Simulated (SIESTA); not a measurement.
InP:

```xyz
2
Lattice="0.0000 2.9305 2.9305 2.9305 0.0000 2.9305 2.9305 2.9305 0.0000" Properties=species:S:1:pos:R:3 pbc="T T T"
In    0.0000    0.0000    0.0000
P     4.3957    4.3957    4.3957
```

Program: SIESTA 5.4.2. Alike in all runs: task band structure; cell as given; smearing fermi-dirac 0.05 eV; grid cutoff 500 Ry; energy shift 0.003 Ry.

Order these runs on this cell by their pressure, lowest first.
A. level PBE; potentials or basis PseudoDojo 0.4 standard (PBE files, fully relativistic), DZP (energy shift 0.003 Ry; two zetas on semicore shells); spin non-collinear, zero start, SOC; k mesh 6 × 6 × 6
B. level PBEsol; potentials or basis PseudoDojo 0.4 standard (PBEsol files), DZP (energy shift 0.003 Ry; two zetas on semicore shells); spin off; k mesh 8 × 8 × 8
C. level LDA; potentials or basis PseudoDojo 0.4 standard (LDA files), DZP (energy shift 0.003 Ry; two zetas on semicore shells); spin off; k mesh 8 × 8 × 8

C (-1.0 GPa), B (1.0 GPa), A (3.6 GPa).

Caveats: the basis of atomic orbitals isn't converged, which shifts pressures, moduli and gaps.
